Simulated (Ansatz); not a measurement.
# Y: one crystal by all-electron and frozen-core methods

Aim: solve Y at one geometry with LAPW, all electrons, frozen-core PAW and all-electron PAW on datasets made for the crystal, and see where they agree.

Computed with Ansatz 0.2.0 (DFT PBE, scalar-relativistic, unless a step's input says otherwise).

### Step 1. The system as given

Symmetry: P6_3/mmc, No. 194, hexagonal system. The conventional cell has a = 3.651 Å, b = 3.651 Å, c = 5.747 Å, α = 90.00°, β = 90.00°, γ = 120.00°. Y (site symmetry -6m2) is surrounded by 12 Y at 3.56 to 3.65 Å.

Coordinates:

```xyz
2
Lattice="3.6515 0.0000 0.0000 -1.8257 3.1623 0.0000 0.0000 0.0000 5.7474" Properties=species:S:1:pos:R:3 pbc="T T T"
Y     0.0000    2.1082    1.4368
Y     1.8257    1.0541    4.3106
```

The cell is a deposited one (Crystallography Open Database entry 1539818); the temperature and pressure of the measurement aren't taken into account, and nothing was relaxed.

Atoms are numbered in the order of the input: Y1, Y2.

### Step 2. LAPW, all electrons

input.yaml

```yaml
crystal:
  lattice:
    - [3.6514992371, 0.0, 0.0]
    - [-1.8257496185, 3.1622911012, 0.0]
    - [0.0, 0.0, 5.7474]
  atoms:
    - { symbol: "Y", position: [0.3333333333, 0.6666666667, 0.25] }
    - { symbol: "Y", position: [0.6666666667, 0.3333333333, 0.75] }
kpoints:
  mp_grid: { grid: [12, 12, 7] }
  band_path:
    path:
      - [0.0, 0.0, 0.0]
      - [0.5, 0.0, 0.0]
      - [0.3333333333, 0.3333333333, 0.0]
      - [0.0, 0.0, 0.0]
      - [0.0, 0.0, 0.5]
      - [0.5, 0.0, 0.5]
      - [0.3333333333, 0.3333333333, 0.5]
      - [0.0, 0.0, 0.5]
      - [0.5, 0.0, 0.5]
    npoints: 14
scf:
  occupations: { method: fermi_dirac, width: 0.08 }
hamiltonian:
  xc: pbe
  pseudopotentials: { kind: all_electron, lapw: { basis_error: 0.00025 } }
output:
  forces: true
  stress: true
  eigenvalues: true
  populations: true
  dos: { projected: true, de: 0.2, e_range: [-14, 8] }
```

The run is started by

```
$ ansatz run input.yaml --threads 1 --pin off --max-ram 2048MiB --backend cpu --events-out ev --progress --plain --runs-dir out
```

### Step 3. Frozen-core PAW

Changes to input.yaml since step 2:

```diff
@@ -26,3 +26,3 @@
   xc: pbe
-  pseudopotentials: { kind: all_electron, lapw: { basis_error: 0.00025 } }
+  pseudopotentials: { kind: paw }
 output:
@@ -31,3 +31,9 @@
   eigenvalues: true
+  efg: { contact_densities: true }
   populations: true
+  bader: true
   dos: { projected: true, de: 0.2, e_range: [-14, 8] }
+  write_density: true
+  write_potential: true
+  elf: true
+  volumetric_format: npy
```

### Step 4. All-electron PAW on datasets made for the crystal

Changes to input.yaml since step 3:

```diff
@@ -21,3 +21,3 @@
       - [0.5, 0.0, 0.5]
-    npoints: 14
+    npoints: 8
 scf:
@@ -26,3 +26,3 @@
   xc: pbe
-  pseudopotentials: { kind: paw }
+  pseudopotentials: { kind: all_electron, datasets: crystal }
 output:
@@ -32,8 +32 @@
   efg: { contact_densities: true }
-  populations: true
-  bader: true
-  dos: { projected: true, de: 0.2, e_range: [-14, 8] }
-  write_density: true
-  write_potential: true
-  elf: true
-  volumetric_format: npy
```

(Steps that only read results are left out.)

Before running it: what results should come out? Wanted: pressure; gap; highest ELF.

As calculated:

| quantity | value |
| --- | --- |
| pressure | LAPW -0.31, PAW -0.31, crystal datasets -0.31 GPa |
| gap (LAPW) | none |
| highest ELF (PAW) | 0.78, 2.55 Å from Y |

In words: The pressure is within half a GPa of zero, so the volume is close to equilibrium at this level. Bands cross the Fermi level: the crystal is a metal at this level. Y 4d carries the largest share, 93 %, of the projected states within 0.3 eV of the Fermi level. The projection holds only the free atom's occupied shells (Y 5s, Y 4d in this range). The field gradient at Y1, the largest by crystal datasets, is 2.71 by PAW and 2.66 by crystal datasets (10²¹ V/m²), within 5 %. Spin–orbit coupling is left out, which moves gradients at and beside heavy atoms by some per cent and at worst by a factor of two. In pressure, PAW differs from LAPW by less than 0.01 GPa.
